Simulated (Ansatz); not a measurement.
# A strain series on LiH (Fm-3m): isotropic on every length

LiH (started from an entry of an open crystallographic database) with hydrogen sites as listed, relaxed with r2SCAN+rVV10 in Ansatz, then strained (isotropic on every length; changes of length per length, axes as in the cell below) with the atoms relaxed again within the symmetry that is left. Space group Fm-3m (No. 225), cubic; a = 3.997 Å in the conventional setting, 7.98 Å³ an atom. Around Li lie 6 H at 2.00 Å; around H lie 6 Li at 2.00 Å. (Simulation; spin polarisation is off.)

```
CELL_PARAMETERS angstrom
0.00000 1.99847 1.99847
1.99847 0.00000 1.99847
1.99847 1.99847 0.00000
ATOMIC_POSITIONS crystal
Li 0.00000 0.00000 0.00000
H 0.50000 0.50000 0.50000
```

Gaps are the least over each mesh (PBE 10×10×10, r2SCAN 10×10×10, HSE06 8×8×8 when unstrained) and the special points, which keep their unstrained names.

| strain (%) | gap, PBE (eV) | gap, r2SCAN (eV) | gap, HSE06 (eV) | edges, HSE06 |
| --- | --- | --- | --- | --- |
| 0.0 | 2.979 | 3.626 | 3.966 | X |
| +0.32 | 2.986 | 3.632 | 3.972 | X |
| +3.47 | 3.047 | 3.682 | 4.020 | X |
| +5.01 | 3.071 | 3.701 | 4.037 | X |

The meshes of the hybrids are coarse, so their gaps aren't converged to the digits shown.
